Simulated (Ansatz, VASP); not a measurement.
Si: VASP beside Ansatz

```xyz
1
Lattice="2.5002 0.0000 0.0000 -1.2501 2.1653 0.0000 0.0000 0.0000 2.3896" Properties=species:S:1:pos:R:3 pbc="T T T"
Si    0.0000    0.0000    0.0000
```

Alike in both runs: functional PBEsol; k mesh 12 × 12 × 11; no spin polarisation.

Ansatz relaxed the structure, and its values are those at the end. VASP's run is a single point on that final structure, the one shown.

|  | VASP | Ansatz |
| --- | --- | --- |
| version | VASP 6.6.1 | Ansatz 0.2.0 |
| potentials or method | VASP PAW PBE potentials, release 64 (Si) | plane waves, PAW |
| plane-wave cutoff (eV) | 520 | 470 |
| occupations | methfessel-paxton of order 1, width 0.1 eV | cold |
| valence electrons in the cell | 4 | 4 |

Ansatz gave:

```
pressure (GPa) : 20.0
```

**Question.** What did VASP give for the same quantities?

**Answer.** Pressure (GPa): 20.3.

Caveats: so large a pressure means that the cell lies far from this level's equilibrium, or that cutoff or potentials fall short (VASP); the potentials were made for another functional, which shifts forces and pressure (VASP).
